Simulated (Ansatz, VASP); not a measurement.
ZnO: VASP beside Ansatz

```
Zn O
1.0
     3.23487    0.00000    0.00000
    -1.61743    2.80148    0.00000
     0.00000    0.00000    5.21231
Zn O
2 2
Direct
  0.66667 0.33333 0.50043
  0.33333 0.66667 0.00043
  0.66667 0.33333 0.87988
  0.33333 0.66667 0.37988
```

Alike in both runs: functional r2SCAN; k mesh 12 × 12 × 6; occupations gaussian, width 0.02 eV; no spin polarisation.

Ansatz relaxed the structure, and its values are those at the end. VASP's run is a single point on that final structure, the one shown.

|  | VASP | Ansatz |
| --- | --- | --- |
| version | VASP 6.6.1 | Ansatz 0.2.0 |
| potentials or method | VASP PAW PBE potentials, release 64 (Zn, O) | scalar-relativistic, plane waves, PAW |
| plane-wave cutoff (eV) | 520 | 500 |
| valence electrons in the cell | 36 | 36 |

Ansatz gave:

* gap on the k mesh at the Fermi level (eV): 1.24
* least direct gap on the mesh (eV): 1.24
* pressure (GPa): 0.0
* rms of the force components (eV/Å): 0.002

**Question.** Estimate VASP's values.

**Answer.** gap on the k mesh at the Fermi level (eV): 1.23; least direct gap on the mesh (eV): 1.23; pressure (GPa): 1.0; rms of the force components (eV/Å): 0.009.

With one functional, cell and mesh, what is left measures potentials, basis and numerics.

Caveats: the PAW data sets were made with another functional, which shifts forces and pressure a little (VASP). r2SCAN opens gaps a little over a GGA but as a rule still falls short of measured ones.
